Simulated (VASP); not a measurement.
Runs of VASP 6.6.1 on Ge8H3. The cell holds a slab with vacuum, 66 atoms: a = 11.316 Å, b = 11.316 Å, c = 23.742 Å, α = 90.00°, β = 90.00°, γ = 90.00°. The cell was built by a generator and needn't be a form met in nature.

| task | level | cell | gap on the mesh (eV) | largest force (eV/Å) |
| --- | --- | --- | --- | --- |
| single point | PBE | as given | 0.42 | (a) |
| single point | r2SCAN+rVV10 | as given | 0.59 | (b) |
| single point | RPBE | as given | 0.47 | 0.36 |
| single point | RPBE+D3(BJ) | as given | 0.47 | 0.49 |
| relaxation of the atoms | PBE+D3(BJ) | atoms relaxed | 0.42 | - |

Alike in all rows: potentials or basis VASP PAW PBE potentials, release 64 (Ge_d, H); no spin polarisation; k mesh 1 × 1 × 1; cutoff (eV) 400; smearing gaussian 0.05 eV.

Question: Estimate the missing entries.

Answer: (a) 0.28; (b) 0.33.

Caveats: the PAW data sets were made with another functional, which shifts forces and pressure a little (some runs).

A k mesh can miss the band edges, and the runs leave out spin-orbit coupling on Ge.
